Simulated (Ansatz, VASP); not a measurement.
NaCl in VASP and in Ansatz

Contents of INCAR:

```
SYSTEM = NaCl
PREC     = Accurate       ! precision mode
ENCUT    = 520            ! plane-wave cutoff, eV
EDIFF    = 1E-6           ! SCF threshold, eV
ISMEAR   = -1             ! smearing method
SIGMA    = 0.03           ! smearing width, eV
LREAL    = .False.        ! projectors in reciprocal space
LASPH    = .True.         ! aspherical terms in the spheres
NELM     = 80             ! most SCF steps
ALGO     = Normal         ! electronic algorithm
ISIF     = 2              ! what is computed and relaxed
LWAVE    = .False.        ! write WAVECAR
LCHARG   = .True.         ! write CHGCAR
LELF     = .True.         ! ELF
LVHAR    = .True.       
NBANDS   = 14             ! bands
```

KPOINTS

```
regular mesh
0
Gamma
  9 9 9
  0 0 0
```

Contents of POSCAR:

```
NaCl
1.0
    2.8600000000      0.0000000000      0.0000000000
    0.0000000000      2.8600000000      0.0000000000
    0.0000000000      0.0000000000      2.8600000000
Na Cl
1 1
Direct
    0.0000000000      0.0000000000      0.0000000000
    0.5000000000      0.5000000000      0.5000000000
```

Input for Ansatz:

```yaml
crystal:
  lattice:
    - [2.86, 0.0, 0.0]
    - [0.0, 2.86, 0.0]
    - [0.0, 0.0, 2.86]
  atoms:
    - { symbol: Na, position: [0.0, 0.0, 0.0] }
    - { symbol: Cl, position: [0.5, 0.5, 0.5] }
kpoints:
  mp_grid: { grid: [9, 9, 9] }
  band_path:
    path:
      - [0.0, 0.0, 0.0]
      - [0.0, 0.5, 0.0]
      - [0.5, 0.5, 0.0]
      - [0.0, 0.0, 0.0]
      - [0.5, 0.5, 0.5]
      - [0.0, 0.5, 0.0]
      - [0.5, 0.5, 0.5]
      - [0.5, 0.5, 0.0]
    npoints: 5
scf:
  occupations: { method: fermi_dirac, width: 0.03 }
hamiltonian:
  xc: lda
  pseudopotentials: { kind: all_electron, lapw: { basis_error: 0.0005 } }
output:
  forces: true
  stress: true
  eigenvalues: true
```

Alike in both runs: task single point; functional LDA; k mesh 9 × 9 × 9; occupations fermi-dirac, width 0.03 eV; no spin polarisation.

|  | VASP | Ansatz |
| --- | --- | --- |
| version | VASP 6.6.1 | Ansatz 0.2.0 |
| potentials or method | VASP PAW LDA potentials, release 64 (Na_pv, Cl) | all-electron LAPW, scalar-relativistic |
| plane-wave cutoff (eV) | 520 | see its input |

|  | VASP | Ansatz | Ansatz less VASP |
| --- | --- | --- | --- |
| gap on the k mesh at the Fermi level (eV) | 4.40 | 4.35 | -0.043 |

Ansatz ran all-electron here, so the differences hold the error of VASP's frozen core and of both bases.

Caveats: an odd mesh through Γ misses points on the zone boundary, where band edges often lie. Expect the measured gap to be larger: semilocal functionals such as LDA lack the derivative discontinuity.
